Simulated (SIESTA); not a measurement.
The system is WS2.

```
W S
1.0
     1.57900    0.91164    6.16333
    -1.57900    0.91164    6.16333
     0.00000   -1.82327    6.16333
W S
1 2
Cartesian
  0.0000 0.0000 0.0000
  0.0000 0.0000 10.7427
  0.0000 0.0000 13.8730
```

Measurements of this composition are mostly on another form, of space group No. 194.

Base run:

```yaml
Program: SIESTA 5.4.2
Functional: PBEsol
Potentials_or_basis: PseudoDojo 0.4 standard (PBEsol files)
Basis: DZP (energy shift 0.003 Ry; two zetas on semicore shells)
Grid_cutoff: 800 Ry
Energy_shift: 0.003 Ry
k_mesh: 10 × 10 × 10
Occupations: fermi-dirac, width 0.05 eV
Spin: no spin polarisation
```

Its results: band gap on the k mesh 1.09 eV, indirect (least direct gap 2.29 eV); pressure 2.5 GPa; largest force 0.712 eV/Å.

Q: The run is repeated on the same cell with these changes: functional from PBEsol to LDA; potentials or basis from PseudoDojo 0.4 standard (PBEsol files) to PseudoDojo 0.4 standard (LDA files). What comes out?

A: Band gap on the k mesh 1.06 eV, indirect (least direct gap 2.28 eV); pressure -0.9 GPa; largest force 0.614 eV/Å.

Caveats: short orbitals over semicore shells can move pressures by several GPa; spin-orbit coupling is left out, which moves the levels of the heavy elements; the basis of atomic orbitals isn't converged, which shifts pressures, moduli and gaps.

A k mesh can miss the band edges.

Not every run made on this cell is shown here.
